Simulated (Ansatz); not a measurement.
# SnSe: a single-point run

Aim: a sound single-point run of SnSe. The structure is shown as the input types it. The cell is built on a prototype (CsCl type) and needn't be the phase found in nature.

Computed with Ansatz 0.2.0 (density functional or hybrid calculation with the settings of its input, plane waves (as first typed), unless a step's input says otherwise).

8 further runs of the same task are left out: 2 for a known fault of the program, 6 that didn't finish.

## (1) The starting structure

The structure is cubic, space group Pm-3m (No. 221). The conventional cell has a = 3.665 Å, b = 3.665 Å, c = 3.665 Å, α = 90.00°, β = 90.00°, γ = 90.00°. Around Sn (site symmetry m-3m) lie 8 Se at 3.17 Å. Around Se (site symmetry m-3m) lie 8 Sn at 3.17 Å.

Structure file:

```
Sn Se
1.0
     3.66536    0.00000    0.00000
     0.00000    3.66536    0.00000
     0.00000    0.00000    3.66536
Sn Se
1 1
Direct
  0.00000 0.00000 0.00000
  0.50000 0.50000 0.50000
```

## (2) The run

input.yaml reads:

```yaml
crystal:
  lattice:
    - [3.6653564515, 0.0, 0.0]
    - [0.0, 3.6653564515, 0.0]
    - [0.0, 0.0, 3.6653564515]
  atoms:
    - { symbol: Sn, position: [0.0, 0.0, 0.0] }
    - { symbol: Se, position: [0.5, 0.5, 0.5] }
kpoints:
  mp_grid: { grid: [6, 6, 6] }
hamiltonian:
  xc: pbesol
scf:
  occupations: { method: fermi_dirac, width: 0.02 }
  n_extra_bands: 4
  mixing: { beta: 0.005 }
  max_iter: 84
output:
  forces: true
  stress: true
  eigenvalues: true
```

Launch:

```sh
$ ansatz run input.yaml --threads 4 --pin off --max-ram 3686MiB --backend cpu --events-out ev --progress --plain --runs-dir out
```

What happens when this is run?

This run ends as converged, with warnings (negative dielectric reading). Convergence says nothing about whether the input makes sense.

The suspect setting: scf.mixing.beta is 0.005. What could go wrong: mixing too weak. Here it converged all the same; such a setting changes the road, not the converged state.

The test: delete scf.mixing.beta (the default then holds).
